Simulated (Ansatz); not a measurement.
Runs of Ansatz 0.2.0 on Pt. It takes space group Im-3m (No. 229, cubic). Conventional cell: a = 3.168 Å, b = 3.168 Å, c = 3.168 Å, α = 90.00°, β = 90.00°, γ = 90.00°. Pt (site symmetry m-3m) is surrounded by 8 Pt at 2.74 Å. This isn't the form of Pt at room conditions, which is fcc.

```csv
task,level,spin,cell,k mesh,cutoff (eV),smearing,points for each segment of the path,gap on the mesh (eV),pressure (GPa),relaxed volume (Å³/atom)
single point,PBE,off,as given,12 × 12 × 12,420,gaussian 0.015 eV,-,none,-1.4,-
single point,PBE,off,as given,12 × 12 × 12,420,gaussian 0.021 eV,-,none,-1.4,-
band structure,r2SCAN,"SOC, no magnetisation",as given,9 × 9 × 9,500,fermi-dirac 0.05 eV,14,none,(a),-
relaxation of cell and atoms,PBE+D3(BJ),off,relaxed,12 × 12 × 12,420,fermi-dirac 0.05 eV,-,none,0.0,15.31
single point,PBE,off,as given,12 × 12 × 12,420,gaussian 0.013 eV,-,none,-1.4,-
relaxation of cell and atoms,PBE+D4,off,relaxed,12 × 12 × 12,420,fermi-dirac 0.05 eV,-,none,0.0,15.37
relaxation of cell and atoms,RPBE+D4,off,relaxed,12 × 12 × 12,420,fermi-dirac 0.05 eV,-,none,0.0,15.24
single point,PBE,off,as given,12 × 12 × 12,420,gaussian 0.017 eV,-,none,-1.4,-
single point,PBE,off,as given,12 × 12 × 12,420,gaussian 0.022 eV,-,none,-1.4,-
single point,PBE,off,as given,12 × 12 × 12,420,gaussian 0.014 eV,-,none,-1.4,-
relaxation of cell and atoms,PBEsol+D3(BJ),off,relaxed,12 × 12 × 12,420,fermi-dirac 0.05 eV,-,none,0.0,14.77
relaxation of cell and atoms,PBEsol+D4,off,relaxed,12 × 12 × 12,420,fermi-dirac 0.05 eV,-,none,0.0,(b)
```

Alike in all rows: potentials or basis Ansatz PAW.

**Question.** Fill in the values left out.

**Answer.** (a) -6.9; (b) 14.97.

Caveats: the plane-wave basis is chosen anew once the cell has moved, so the energies of steps on either side of that aren't comparable (some runs); pairwise dispersion overbinds metals, which lowers pressure and volume (some runs); the PAW data sets come from PBE, with cores solved anew for the run's functional, which leaves a small shift of forces and pressure (some runs).

A k mesh can miss the band edges, and rows without SOC leave out spin-orbit coupling on Pt.

A gap of «none» marks a metal or a gap under the smearing width.
